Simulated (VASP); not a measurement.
# C (Fd-3m) in VASP: notebook, part 2 of 2

VASP 6.6.1. Earlier steps stand in the parts before.

### Step 3. Relaxation of cell and atoms, PBE0

File POSCAR:

```
C
1.0
    0.0000000000      1.7833700000      1.7833700000
    1.7833700000      0.0000000000      1.7833700000
    1.7833700000      1.7833700000      0.0000000000
C
2
Direct
    0.7500000000      0.7500000000      0.7500000000
    0.5000000000      0.5000000000      0.5000000000
```

File INCAR.step1:

```
PREC = Accurate ; ENCUT = 600
EDIFF = 1E-5 ; ISMEAR = -1
SIGMA = 0.05 ; LREAL = False
LASPH = True ; NELM = 60
ALGO = Normal ; LWAVE = True
LCHARG = False ; GGA = PE
```

File INCAR.step2:

```
PREC = Accurate ; ENCUT = 600
EDIFF = 1E-6 ; ISMEAR = -1
SIGMA = 0.05 ; LREAL = False
LASPH = True ; NELM = 60
ALGO = Normal ; ISIF = 3
LWAVE = False ; LCHARG = False
GGA = PE ; LHFCALC = True
AEXX = 0.25 ; PRECFOCK = Fast
IBRION = 2 ; NSW = 40
EDIFFG = -0.01 ; ISTART = 1
```

File KPOINTS:

```
regular mesh
0
Gamma
  7 7 7
```

Potentials or basis: VASP PAW PBE potentials, release 64 (C).

Run with:

```
$ cat potpaw_PBE.64/C/POTCAR > POTCAR
$ cp INCAR.step1 INCAR
$ mpirun -np 1 vasp_std > vasp.out
$ cp INCAR.step2 INCAR
$ mpirun -np 1 vasp_std > vasp.out
```

OUTCAR:

```text
PREC = Accurate
   ENCUT = 600
   EDIFF = 1E-6
   ISMEAR = -1
   LREAL = False
   LASPH = True
   NELM = 60
   ISIF = 3
   GGA = PE
   LHFCALC = True
   AEXX = 0.25
   PRECFOCK = Fast
   IBRION = 2
   NSW = 40
   EDIFFG = -0.01
   ISTART = 1

 ion  position               nearest neighbor table
   1  0.750  0.750  0.750-   2 1.54   2 1.54   2 1.54   2 1.54
   2  0.500  0.500  0.500-   1 1.54   1 1.54   1 1.54   1 1.54

  LATTYP: Found a face centered cubic cell.
 ALAT       =     3.5667400000

  Lattice vectors:

 A1 = (   0.0000000000,   1.7833700000,   1.7833700000)
 A2 = (   1.7833700000,   0.0000000000,   1.7833700000)
 A3 = (   1.7833700000,   1.7833700000,   0.0000000000)

Analysis of symmetry for initial positions (statically):
=====================================================================
 Subroutine PRICEL returns:
 Original cell was already a primitive cell.

 Routine SETGRP: Setting up the symmetry group for a
 face centered cubic supercell.

 Subroutine GETGRP returns: Found 48 space group operations
 (whereof 24 operations were pure point group operations)
 out of a pool of 48 trial point group operations.

The static configuration has the point symmetry T_d .
 The point group associated with its full space group is O_h .

Analysis of symmetry for dynamics (positions and initial velocities):
=====================================================================
 Subroutine PRICEL returns:
 Original cell was already a primitive cell.

 Routine SETGRP: Setting up the symmetry group for a
 face centered cubic supercell.

 Subroutine GETGRP returns: Found 48 space group operations
 (whereof 24 operations were pure point group operations)
 out of a pool of 48 trial point group operations.

The dynamic configuration has the point symmetry T_d .
 The point group associated with its full space group is O_h .

 Subroutine INISYM returns: Found 48 space group operations
 (whereof 24 operations are pure point group operations),
 and found     1 'primitive' translations

[... 126 lines left out ...]
   LEPSILON=     F    determine dielectric tensor
   LRPA    =     F    only Hartree local field effects (RPA)
 conjugate gradient relaxation of ions
 non-spin polarized calculation
  energy-cutoff  :      600.00
  volume of cell :       11.34
 maximum number of plane-waves:       387
  NGX = 12; NGY = 12; NGZ = 12

--------------------------------------- Ionic step        1  -------------------------------------------

 number of electron       7.9999999 magnetization

 Free energy of the ion-electron system (eV)
  ---------------------------------------------------
  ext. energy  EPLUGINS =         0.00000000
  ---------------------------------------------------
  free energy    TOTEN  =       -22.13647709 eV

  energy without entropy =      -22.13647709  energy(sigma->0) =      -22.13647709

------------------------ aborting loop because EDIFF is reached ----------------------------------------

  FORCE on cell =-STRESS in cart. coord.  units (eV):
  Direction    XX          YY          ZZ          XY          YZ          ZX
  --------------------------------------------------------------------------------------
  -------------------------------------------------------------------------------------
  Total       -0.5810447     -0.5810447     -0.5810447      0.0000000      0.0000000     -0.0000000
  in kB      -82.0664709    -82.0664709    -82.0664709      0.0000000      0.0000000     -0.0000000
  external PRESSURE =     -82.0664709 kB  Pullay stress =       0.0000000 kB
[... 23 lines left out ...]
--------------------------------------- Ionic step        2  -------------------------------------------

 number of electron       7.9999999 magnetization

 E-fermi :  10.4348     XC(G=0): -10.5691

 val. band max:        9.3425022523   @ k =   0.0000   0.0000   0.0000
 cond. band min:      15.6210280255   @ k =   0.4286   0.4286   0.0000
 fundamental gap:      6.2785257731
 Fermi energy:        10.4348253796

 k-point     1 :       0.0000    0.0000    0.0000
  band No.  band energies     occupation
      1     -14.8417      2.00000
      2       9.3425      2.00000
      3       9.3425      2.00000
      4       9.3425      2.00000
      5      17.1986      0.00000
      6      17.1986      0.00000
      7      17.1986      0.00000
      8      26.4276      0.00000
[... 242 lines left out ...]
--------------------------------------- Ionic step        3  -------------------------------------------

 number of electron       7.9999999 magnetization

 Free energy of the ion-electron system (eV)
  ---------------------------------------------------
  ext. energy  EPLUGINS =         0.00000000
  ---------------------------------------------------
  free energy    TOTEN  =       -22.14172910 eV

  energy without entropy =      -22.14172910  energy(sigma->0) =      -22.14172910

 E-fermi :   9.9957     XC(G=0): -10.4753

 val. band max:        8.9842753750   @ k =   0.0000   0.0000   0.0000
 cond. band min:      15.2041730632   @ k =   0.4286   0.4286   0.0000
 fundamental gap:      6.2198976881
 Fermi energy:         9.9957421581

 k-point     1 :       0.0000    0.0000    0.0000
  band No.  band energies     occupation
      1     -14.8475      2.00000
      2       8.9843      2.00000
      3       8.9843      2.00000
      4       8.9843      2.00000
      5      16.7657      0.00000
      6      16.7657      0.00000
      7      16.7657      0.00000
      8      25.4701      0.00000
[... 236 lines left out ...]
  FREE ENERGIE OF THE ION-ELECTRON SYSTEM (eV)
  ---------------------------------------------------
  free  energy   TOTEN  =       -22.1417291001 eV

  energy  without entropy=      -22.1417291001  energy(sigma->0) =      -22.14172910

 reached required accuracy - stopping structural energy minimisation
```

Wall time 4.1 min (1 thread of AMD EPYC 9R45 (Zen 5), shared host); peak memory 0.09 GiB.

What came out:

```
Free energy                            : -22.1417 eV
Relaxed volume                         : 5.57 Å³/atom
Relaxed cell                           : a = 2.507 Å, b = 2.507 Å, c = 2.507 Å, α = 60.00°, β = 60.00°, γ = 60.00°
Space group after relaxing (to 0.05 Å) : Fd-3m (No. 227)
Energy gained by relaxing              : 2.6 meV/atom
Ionic steps                            : 3
Pressure after relaxing                : 0.0 GPa
Band gap on the k mesh                 : 6.22 eV, indirect (least direct gap 7.78 eV)
```

Step by step:
| step | energy change (eV) | largest force (eV/Å) | pressure (GPa) | volume (Å³) |
| --- | --- | --- | --- | --- |
| 1 | 0.0000 | 0.0000 | -8.21 | 11.34 |
| 2 | 0.0046 | 0.0000 | 11.94 | 10.87 |
| 3 | -0.0053 | 0.0000 | -0.04 | 11.14 |

Final structure:
```
C
1.0
     0.00000    1.77278    1.77278
     1.77278    0.00000    1.77278
     1.77278    1.77278    0.00000
C
2
Cartesian
  2.6592 2.6592 2.6592
  1.7728 1.7728 1.7728
```

Caveat: the k mesh is coarse (spacing up to 0.44 Å⁻¹), so the values aren't converged, least of all with exact exchange; the PAW data sets were made with another functional, which shifts forces and pressure a little; an odd mesh through Γ misses points on the zone boundary, where band edges often lie.
